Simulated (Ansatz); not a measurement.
Task: a calculation of the elastic constants of C, space group C2/m, with the Python package of Ansatz (0.2.0). Give the script and its output. Settings (first run): PBEsol, PAW, the default cutoff (420 eV here), 21×21×12 k-points, cold smearing of 0.066 eV.

The script reads `c.extxyz`:
```text
2
Lattice="2.12732031 -1.22828244 0.0 2.12732031 1.22828244 0.0 -1.37906963 0.0 3.50283008" Properties=species:S:1:pos:R:3 pbc="T T T"
C     3.54549998    0.00000000    0.00032590
C    -0.66992899    0.00000000    3.50250418
```

`run_elastic.py`
```python
"""Stiffness tensor and moduli of C."""

from dataclasses import replace

import ansatz as az
import numpy as np


def main() -> None:
    system = az.Crystal.from_extxyz("c.extxyz")

    model = (
        system.calculation()
        .occupations("Marzari-Vanderbilt")
        .functional(az.Functional.PBESOL)
        .kpoints(21, 21, 12)
    )
    # relax, then strain
    rest = model.relax(cell=True).run().lattice
    relaxed = az.Crystal(lattice=az.Lattice.of(rest.cell_ang))
    for site in rest.sites:
        relaxed = relaxed.atom(site.symbol, site.position_frac)
    model = replace(model, crystal=relaxed)
    print("relaxed volume {:.3f} A^3".format(abs(np.linalg.det(rest.cell_ang))))
    done = model.elastic("relaxed_ion").run()
    elastic = done.elastic

    print("C_ij (GPa), Voigt order xx yy zz yz xz xy")
    for row in elastic.c_gpa:
        print(" ".join(f"{value:8.1f}" for value in row))
    print("smallest eigenvalue of C:", round(elastic.stability.min_eigenvalue_gpa, 1), "GPa; tensor positive definite:", elastic.stability.min_eigenvalue_gpa > 0)
    # averaged moduli need a positive definite tensor
    if elastic.stability.min_eigenvalue_gpa > 0:
        m = elastic.moduli
        print(f"K = {m.k_hill_gpa:.1f}, G = {m.g_hill_gpa:.1f}, E = {m.youngs_gpa:.1f} GPa, Poisson ratio {m.poisson:.3f}, K/G = {m.k_hill_gpa / m.g_hill_gpa:.2f}")


if __name__ == "__main__":
    main()
```

```console
$ python run_elastic.py
DeckWarning: basis.ecutwfc = 420 eV, auto-derived from the records' recommended cutoffs: set by C (normal level)
relaxed volume 18.894 A^3
C_ij (GPa), Voigt order xx yy zz yz xz xy
   988.5    185.0     -0.9     -0.0     -5.1      0.0
   185.0    988.6     -1.0     -0.0     -0.1     -0.0
    -0.8     -0.8      9.3      0.0      0.0     -0.0
    -0.0     -0.0      0.0      2.1      0.0     -1.1
    -5.1     -0.1      0.0      0.0      2.2     -0.0
    -0.0     -0.0      0.0     -1.1     -0.0    401.7
smallest eigenvalue of C: 2.1 GPa; tensor positive definite: True
K = 135.3, G = 103.1, E = 246.6 GPa, Poisson ratio 0.196, K/G = 1.31
```
(Warnings from the package without file and line.)

What to keep in mind:
- A positive definite tensor excludes instabilities under uniform strain alone; phonons elsewhere in the zone can still be imaginary.
- Within a few hundredths of an angstrom the cell has the higher group R-3m; the lower one is a small distortion.
- The structure is layered, and without a dispersion term the spacing of the layers is poorly determined.
- The cell relaxed to the group R-3m; tensors and edges are in the axes of the typed cell.
- An opening on this mesh may only mean that it misses a point where bands touch.
- Shear constants of a metal converge slowly with the k-point mesh and can be wrong in sign on a coarse one; the constants belong to the cell that was strained.
- It ran for 33 min on 1 thread of Arm Neoverse V2, with other jobs on the host, peak memory 0.89 GiB.

(A comment or docstring line of the script was reworded after the run, the code is as it ran.)
